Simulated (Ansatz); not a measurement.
**Lithium (dhcp) across density functionals**

All rows: Ansatz, plane waves with scalar-relativistic PAW, 420 eV (500 eV for the SCAN forms), relaxed under each functional, no dispersion correction, no zero-point motion. B₀ comes from uniform scaling at fixed shape; a dash is a value not given.

| functional | V (Å³/atom) | cell | B₀ (GPa) | magnetic state | ΔE to bcc (meV/atom) |
| --- | --- | --- | --- | --- | --- |
| PBE | 20.20 | a = 3.059 Å, c = 9.969 Å (c/a = 3.258) | 14 | spin not included | -3 |
| PBEsol | 20.18 | a = 3.058 Å, c = 9.965 Å (c/a = 3.258) | 14 | spin not included | -3 |
| LDA | 18.98 | a = 2.997 Å, c = 9.760 Å (c/a = 3.257) | 15 | spin not included | -3 |
| revPBE | 21.13 | a = 3.106 Å, c = 10.122 Å (c/a = 3.259) | 13 | spin not included | -1 |
| RPBE | 21.06 | a = 3.102 Å, c = 10.110 Å (c/a = 3.259) | 13 | spin not included | -1 |
| BLYP | 19.97 | a = 3.048 Å, c = 9.929 Å (c/a = 3.258) | 14 | spin not included | -3 |

Task: What does r²SCAN give?

Result: V (Å³/atom): 21.00; cell: a = 3.099 Å, c = 10.098 Å (c/a = 3.259); B₀ (GPa): 13; magnetic state: spin not included; ΔE to bcc (meV/atom): -1.
